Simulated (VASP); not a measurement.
Crystal: MnO.

```
Mn O
1.0
     0.00000    2.22200    2.22200
     2.22200    0.00000    2.22200
     2.22200    2.22200    0.00000
Mn O
1 1
Direct
  0.00000 0.00000 0.00000
  0.50000 0.50000 0.50000
```

Base run:

- Program: VASP 6.6.1
- Functional: LDA
- Potentials or basis: VASP PAW LDA potentials, release 64 (Mn_pv, O)
- Cutoff: 520 eV
- k mesh: 7 × 7 × 7
- Occupations: gaussian, width 0.05 eV
- Spin: no spin polarisation
- Hubbard terms: Mn d U = 5 eV

Its results: band gap on the k mesh none (metal or under the smearing width); pressure -39.1 GPa.

Problem. After a change of settings the same cell gave: band gap on the k mesh none (metal or under the smearing width); pressure -38.9 GPa; net moment 1.00 μB per cell; site moments Mn +1.01; O +0.00 μB. Which change was it?
A. spin from no spin polarisation to collinear spin, zero start; further incar settings from ALGO = Fast; EDIFF = 1e-06; NBANDS = 16 to ALGO = Normal; EDIFF = 1e-06
B. spin from no spin polarisation to collinear spin, random start; further incar settings from ALGO = Fast; EDIFF = 1e-06; NBANDS = 16 to ALGO = Fast; EDIFF = 1e-06
C. spin from no spin polarisation to collinear spin, ferromagnetic start; further incar settings from ALGO = Fast; EDIFF = 1e-06; NBANDS = 16 to ALGO = Normal; EDIFF = 1e-06

Solution. A.

Caveats: a pressure of tens of GPa on the cell as given is suspect, and the run, the potentials or the cell itself is likely at fault; an odd number of electrons without spin polarisation forces a metal (some runs); a magnetic or distorted state may lie lower (some runs); U without spin polarisation on a metal has little footing (some runs); a cell with one magnetic atom can't hold antiferromagnetic order, which such compounds often take (some runs).
